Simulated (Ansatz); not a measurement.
# Al (Fm-3m) in Ansatz: relaxation of cell and atoms with PBEsol+D4

Aim: the relaxation of cell and atoms of Al with PBEsol+D4.

Program: Ansatz 0.2.0. These are calculated values, not measurements. Logs are shortened: lines on timing, memory, paths and dates and some standing lists are left out, and cuts for length are marked.

## 1. The structure

It takes space group Fm-3m (No. 225, cubic). Conventional cell: a = 4.050 Å, b = 4.050 Å, c = 4.050 Å, α = 90.00°, β = 90.00°, γ = 90.00°. Around Al (site symmetry m-3m) lie 12 Al at 2.86 Å.

## 2. Relaxation of cell and atoms, PBEsol+D4

Input file input.yaml:

```yaml
crystal:
  lattice:
    - [0.0, 2.024805, 2.024805]
    - [2.024805, 0.0, 2.024805]
    - [2.024805, 2.024805, 0.0]
  atoms:
    - { symbol: Al, position: [0.0, 0.0, 0.0] }
kpoints:
  mp_grid: { grid: [11, 11, 11] }
scf:
  occupations: { method: fermi_dirac, width: 0.05 }
hamiltonian:
  xc: pbesol
  dispersion: d4
  pseudopotentials: { kind: all_electron, lapw: { basis_error: 0.001 } }
output:
  forces: true
  stress: true
relax:
  f_tol: 0.02
  max_steps: 60
  cell: {}
```

Potentials or basis: all-electron LAPW, scalar-relativistic.

Run with:

```bash
$ ansatz run input.yaml --threads 1 --pin off --max-ram 3072MiB --backend cpu --events-out ev --progress --plain --runs-dir out
```

The program printed:

```text
Warning: RAYON_NUM_THREADS=1 ignored (pool sized by the plan → 1); use --threads N
The last accepted step is kept in <dir> (removed where the run ends without a failure and the disk answers)
LAPW: plane waves up to 6.146 Å⁻¹, error target 1.0e-3 eV per atom; small_component_spin mean_spin; Al in spheres of 1.389 Å, 11 of its electrons in bands, Dirac shells [] (how accurate: hamiltonian.pseudopotentials.lapw.basis_error, Limitations)
Engine: ansatz 0.2.0, aarch64-unknown-linux-gnu
Pseudopotentials: kind: all_electron
Pseudopotential: Al, LAPW, valence charge 11, lapw/all_electron/scalar/gaussian/Al, Koelling and Harmon's equation, gaussian nucleus
Functional definition: PBEsol
  exchange = pbesol_x
  correlation = pbesol_c
Crystal: 1 atoms, lattice volume = 16.603 Å³
Basis set: ecut = 143.9046375755622 eV, 59 PW (Γ), exchange–correlation at level 2
Bands: 10, of which v1, the nominal top of the filled ones, is band 6 counted from 1 (5 counted from 0)
Symmetry: 48 space group operations
Space group: Fm-3m (ITA 225), of the structure as read, at distance tolerance 2.6e-5 Å
k-points: 56 of 1331
Non-local potential: Al, projectors of the file, none
Initial density: superposition of atomic densities (chi_scale 0.1, normalization cell)
Initial wavefunctions: plane waves of lowest kinetic energy (no species holds an atomic orbital)
Functional: x = pbesol(κ = 0.804, μ = 0.12345679012345678), c = pbesol(β = 0.046)
iter 1 solved again at ethr=1.32e-4 eV; its pass at ethr=1.00e-1 eV (dr2=1.45e-2 eV) is discarded
SCF iter   1: F=—  HF=-6594.811930 eV  |F-HF|=—  |Δ(HF+E_count)|=         —  Δρ=1.22e-2  dr2=1.46e-2  ethr=1.32e-4  ⟨swp⟩=3.1  Hψ=4232  notcnv=0
preconditioner: auto → none  [metal: Δε(μ)=0.046 eV  Ē_g=13.189 eV  σ=0.050 eV  W_gap=0.23  n_scr=0 (ndim 8)  ℏωp=15.8 eV  f_vac=0.000  D(μ)=0.53/eV (n_scr^D=0)]
SCF iter   2: F=—  HF=-6594.789531 eV  |F-HF|=—  |Δ(HF+E_count)|=   2.24e-2  Δρ=5.70e-3  dr2=3.20e-3  ethr=1.32e-4  ⟨swp⟩=2.0  Hψ=1547  notcnv=0
iter 3 solved again at ethr=9.43e-8 eV; its pass at ethr=2.91e-5 eV (dr2=1.04e-5 eV) is discarded
SCF iter   3: F=—  HF=-6594.784765 eV  |F-HF|=—  |Δ(HF+E_count)|=   4.77e-3  Δρ=3.02e-4  dr2=1.03e-5  ethr=9.43e-8  ⟨swp⟩=2.2  Hψ=2658  notcnv=0
SCF iter   4: F=—  HF=-6594.784746 eV  |F-HF|=—  |Δ(HF+E_count)|=   1.95e-5  Δρ=5.89e-5  dr2=5.50e-7  ethr=9.39e-8  ⟨swp⟩=2.0  Hψ=1524  notcnv=0
SCF iter   5: F=-6594.784746 eV  HF=-6594.784746 eV  |F-HF|=1.47e-9  |Δ(HF+E_count)|=  8.08e-10  Δρ=1.62e-6  dr2=1.59e-10  ethr=5.00e-9  ⟨swp⟩=2.0  Hψ=1524  notcnv=0
SCF 1 converged in 5 iterations: F = -6594.784746 eV  dr2 = 1.59e-10
relax step   1: F+E_penalty+E_count = -6594.78474567 eV  Δ(F+E_penalty+E_count) = +0.000e0 eV  max|allowed force component| = 0.000e0 eV/Å  Δτ_max = 0.0000 Å  P = -3.743 GPa  Ω = 16.603 Å³  (5 SCF iters, accepted)
Crystal: 1 atoms, lattice volume = 15.698 Å³
Basis set: ecut = 149.3796569964426 eV, 59 PW (Γ), exchange–correlation at level 2
Initial density: handed on by an earlier stage of this run
Initial wavefunctions: those handed on with the density
iter 1 solved again at ethr=2.98e-8 eV; its pass at ethr=1.00e-1 eV (dr2=3.28e-6 eV) is discarded
SCF iter   1: F=—  HF=-6594.793713 eV  |F-HF|=—  |Δ(HF+E_count)|=         —  Δρ=1.61e-4  dr2=2.94e-6  ethr=2.98e-8  ⟨swp⟩=5.8  Hψ=3965  notcnv=0
preconditioner: auto → none  [metal: Δε(μ)=0.072 eV  Ē_g=13.662 eV  σ=0.050 eV  W_gap=0.34  n_scr=0 (ndim 8)  ℏωp=16.2 eV  f_vac=0.000  D(μ)=0.51/eV (n_scr^D=0)]
SCF iter   2: F=—  HF=-6594.793699 eV  |F-HF|=—  |Δ(HF+E_count)|=   1.44e-5  Δρ=7.24e-5  dr2=5.23e-7  ethr=2.68e-8  ⟨swp⟩=2.0  Hψ=1514  notcnv=0
iter 3 solved again at ethr=2.62e-10 eV; its pass at ethr=4.76e-9 eV (dr2=2.89e-8 eV) is discarded
SCF iter   3: F=-6594.793698 eV  HF=-6594.793698 eV  |F-HF|=2.60e-8  |Δ(HF+E_count)|=   4.15e-7  Δρ=1.93e-5  dr2=2.88e-8  ethr=2.62e-10  ⟨swp⟩=2.0  Hψ=2607  notcnv=0
SCF 2 converged in 3 iterations: F = -6594.793698 eV  dr2 = 2.88e-8
relax step   2: F+E_penalty+E_count = -6594.79369835 eV  Δ(F+E_penalty+E_count) = -8.953e-3 eV  max|allowed force component| = 0.000e0 eV/Å  Δτ_max = 0.0000 Å  P = +0.799 GPa  Ω = 15.698 Å³  (3 SCF iters, accepted)
Crystal: 1 atoms, lattice volume = 15.850 Å³
Basis set: ecut = 148.4239294775688 eV, 59 PW (Γ), exchange–correlation at level 2
iter 1 solved again at ethr=9.33e-10 eV; its pass at ethr=1.00e-1 eV (dr2=1.03e-7 eV) is discarded
SCF iter   1: F=—  HF=-6594.794045 eV  |F-HF|=—  |Δ(HF+E_count)|=         —  Δρ=1.29e-5  dr2=2.50e-8  ethr=9.33e-10  ⟨swp⟩=5.8  Hψ=3955  notcnv=0
preconditioner: auto → none  [metal: Δε(μ)=0.064 eV  Ē_g=13.575 eV  σ=0.050 eV  W_gap=0.31  n_scr=0 (ndim 8)  ℏωp=16.2 eV  f_vac=0.000  D(μ)=0.52/eV (n_scr^D=0)]
SCF iter   2: F=-6594.794045 eV  HF=-6594.794045 eV  |F-HF|=2.44e-8  |Δ(HF+E_count)|=   4.23e-7  Δρ=4.68e-6  dr2=3.35e-9  ethr=2.28e-10  ⟨swp⟩=2.0  Hψ=1518  notcnv=0
SCF 3 converged in 2 iterations: F = -6594.794045 eV  dr2 = 3.35e-9
relax step   3: F+E_penalty+E_count = -6594.79404457 eV  Δ(F+E_penalty+E_count) = -3.462e-4 eV  max|allowed force component| = 0.000e0 eV/Å  Δτ_max = 0.0000 Å  P = -0.062 GPa  Ω = 15.850 Å³  (2 SCF iters, accepted)
Crystal: 1 atoms, lattice volume = 15.839 Å³
Basis set: ecut = 148.4925365661068 eV, 59 PW (Γ), exchange–correlation at level 2
iter 1 solved again at ethr=3.63e-11 eV; its pass at ethr=1.00e-1 eV (dr2=4.00e-9 eV) is discarded
SCF iter   1: F=—  HF=-6594.794047 eV  |F-HF|=—  |Δ(HF+E_count)|=         —  Δρ=3.23e-6  dr2=1.59e-9  ethr=3.63e-11  ⟨swp⟩=5.8  Hψ=3742  notcnv=0
preconditioner: auto → none  [metal: Δε(μ)=0.065 eV  Ē_g=13.581 eV  σ=0.050 eV  W_gap=0.31  n_scr=0 (ndim 8)  ℏωp=16.2 eV  f_vac=0.000  D(μ)=0.52/eV (n_scr^D=0)]
SCF iter   2: F=-6594.794047 eV  HF=-6594.794047 eV  |F-HF|=3.14e-10  |Δ(HF+E_count)|=   6.84e-9  Δρ=1.37e-6  dr2=2.87e-10  ethr=1.44e-11  ⟨swp⟩=2.0  Hψ=1515  notcnv=0
SCF 4 converged in 2 iterations: F = -6594.794047 eV  dr2 = 2.87e-10
relax step   4: F+E_penalty+E_count = -6594.79404673 eV  Δ(F+E_penalty+E_count) = -2.161e-6 eV  max|allowed force component| = 0.000e0 eV/Å  Δτ_max = 0.0000 Å  P = -0.001 GPa  Ω = 15.839 Å³  (2 SCF iters, accepted)
iter 1 solved again at ethr=2.60e-12 eV; its pass at ethr=1.00e-1 eV (dr2=2.86e-10 eV) is discarded
SCF iter   1: F=—  HF=-6594.794048 eV  |F-HF|=—  |Δ(HF+E_count)|=         —  Δρ=1.36e-6  dr2=2.86e-10  ethr=2.60e-12  ⟨swp⟩=2.1  Hψ=2865  notcnv=0
SCF iter   2: F=-6594.794048 eV  HF=-6594.794048 eV  |F-HF|=9.30e-10  |Δ(HF+E_count)|=  4.32e-10  Δρ=6.21e-7  dr2=5.89e-11  ethr=2.60e-12  ⟨swp⟩=2.0  Hψ=1515  notcnv=0
SCF 5 converged in 2 iterations: F = -6594.794048 eV  dr2 = 5.89e-11
relax step   5: F+E_penalty+E_count = -6594.79404831 eV  Δ(F+E_penalty+E_count) = -1.585e-6 eV  max|allowed force component| = 0.000e0 eV/Å  Δτ_max = 0.0000 Å  P = -0.001 GPa  Ω = 15.839 Å³  stress off target by 9.04e-4 GPa  SCF on the basis re-selected at this cell (its energy is not comparable with the rows above)  (2 SCF iters)
basis re-selected at this cell: Δ(F+E_penalty+E_count) = -1.585e-6 eV, ΔP = +0.000 GPa vs the last step (what re-selecting the basis moved, after the strain that the cell walked since its last selection, with what the two solves' SCF thresholds leave and, on support functions, any second-order correction that the steps lacked; it is no measure of the basis error at this ecutwfc). This SCF's stress stands 9.04e-4 GPa from its target on what of the cell is left free (relax.cell.stress_tol is 5.00e-2 GPa) and its largest allowed force component is 0.00e0 eV/Å (relax.f_tol is 2.00e-2 eV/Å): within both
SCF converged after 2 iterations
Free energy (F): -6594.794048 eV
Harris-Foulkes:  -6594.794048 eV  (|F-HF|=9.30e-10)
Internal energy: -6594.790147 eV  (E = F + TS)
E sigma→0 (E₀):  -6594.792097 eV
Entropy (-TS):   -0.003902 eV (-3.902 meV/atom)
Fermi energy:    10.270856 eV
--- Per-component energies (eV) ---
  E_band       = -494.570159
  E_kinetic    = 6607.080221
  E_xc         = -494.063058
  E_electrostatic = -12707.599223  (all electrons and nuclei)
  E_disp       = -0.208086  (pairwise vdW)
  E_smearing   = -0.003902  (= −TS)
  E_closure    = 0.000000  (closes the sum)
  E_atoms      = -6590.488843  (free atoms, spherical and without spin; not in F)
  Σ components = -6594.794048   (vs F -6594.794048, Δ=0.00e0)
  Basis errors (estimates in eV, not in F): energy 3.3e-4 per atom: plane waves 3.1e-4 (1.7e-4 summed), levels above the bands 1.9e-84, relativity 2.1e-8, radial functions 1.6e-5, core shells 1.2e-16; eigenvalues (radial functions only) 1.7e-5; not estimated: angular momenta, meshes, grids; target (lapw.basis_error) 1.0e-3; muffin-tin radii Al 1.367 Å
--- Forces (eV/Å), atoms counted from 1 ---
  atom   1  Al    -0.00000000     0.00000000     0.00000000
  max |Σ_I F_I| component: 2.59e-32 eV/Å
--- Stress (GPa, compression-positive) ---
       -0.000904       0.000000       0.000000
        0.000000      -0.000904       0.000000
        0.000000       0.000000      -0.000904
  P = ⅓ Tr σ = -0.0009 GPa (-0.009 kbar)
--- Relaxed structure (4 steps of the walk, 4 accepted, 1 SCFs on fresh bases) ---
  F+E_penalty+E_count = -6594.79404831 eV   max|allowed force component| = 0.000e0 eV/Å   (the final SCF, on the basis selected at the relaxed cell)
  cell:  # Å, volume = 15.8393 Å³
    - [1.3311659435939729e-33, 1.993279896407419, 1.993279896407419]
    - [1.993279896407419, 5.031679882484395e-34, 1.993279896407419]
    - [1.993279896407419, 1.993279896407419, 1.006335976496879e-33]
  atoms:
    - { symbol: Al, position: [0.0, 0.0, 0.0] }
```

It took 4.3 s on 1 thread of Arm Neoverse V2, shared host; peak memory 0.2 GiB.

Results:

* Free energy: -6594.7940 eV
* Relaxed volume: 15.84 Å³/atom
* Relaxed cell: a = 2.819 Å, b = 2.819 Å, c = 2.819 Å, α = 60.00°, β = 60.00°, γ = 60.00°
* Space group after relaxing (to 0.05 Å): Fm-3m (No. 225)
* Energy gained by relaxing: 9.3 meV/atom
* Ionic steps: 5
* Pressure after relaxing: 0.0 GPa

Step by step:
```csv
step,energy change (eV),largest force (eV/Å),volume (Å³)
1,0.0000,0.0000,16.60
2,-0.0090,0.0000,15.70
3,-0.0093,0.0000,15.85
4,-0.0093,0.0000,15.84
5,-0.0093,0.0000,15.84
```

Final structure:
```
CELL_PARAMETERS angstrom
0.00000 1.99328 1.99328
1.99328 0.00000 1.99328
1.99328 1.99328 0.00000
ATOMIC_POSITIONS crystal
Al 0.00000 0.00000 0.00000
```

## 3. How close it comes

Step 2. The cell as given is a measured one (16.60 Å³/atom); PBEsol+D4 puts the equilibrium volume -4.6 % from it, thermal expansion not counted.
